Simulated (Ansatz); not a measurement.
## ZnSe (Stilleite): electron localisation function with LDA

Crystal: ZnSe (Stilleite).

```
Se Zn
1.0
     4.31705    0.00000    0.00000
     2.15853    3.73868    0.00000
     2.15853    1.24623    3.52486
Se Zn
1 1
Direct
  0.75000 0.75000 0.75000
  0.00000 0.00000 0.00000
```

The cell isn't the ideal one: volume scaled by 1.25.

```yaml
Program: Ansatz 0.2.0
Task: electron localisation function
Functional: LDA
Potentials_or_basis: Ansatz PAW
Cutoff: 420 eV
Density_cutoff: 1680 eV
k_mesh: 8 × 8 × 8
Occupations: gaussian, width 0.025 eV
Spin: spin-orbit coupling, no magnetisation
Driver: chain
```

The pressure is -10.5 GPa. The band gap on the k mesh is 0.11 eV, direct.

Levels at points of the mesh, in eV from the valence-band top:
```
             k point  band 24  band 25  band 26  band 27  band 28  band 29  band 30  band 31  band 32  band 33
  (0.00, 0.00, 0.00)    -0.39     0.00     0.00     0.00     0.00     0.11     0.11     5.46     5.46     5.61
 (0.00, 0.00, -0.50)    -4.19    -0.85    -0.85    -0.61    -0.61     1.83     1.83     6.06     6.06     6.14
(0.00, -0.50, -0.50)    -4.05    -1.73    -1.73    -1.55    -1.55     3.03     3.03     3.08     3.08     8.93
```

It took 11 s on 2 threads of Arm Neoverse V1, with other jobs on the host, peak memory 0.65 GiB.
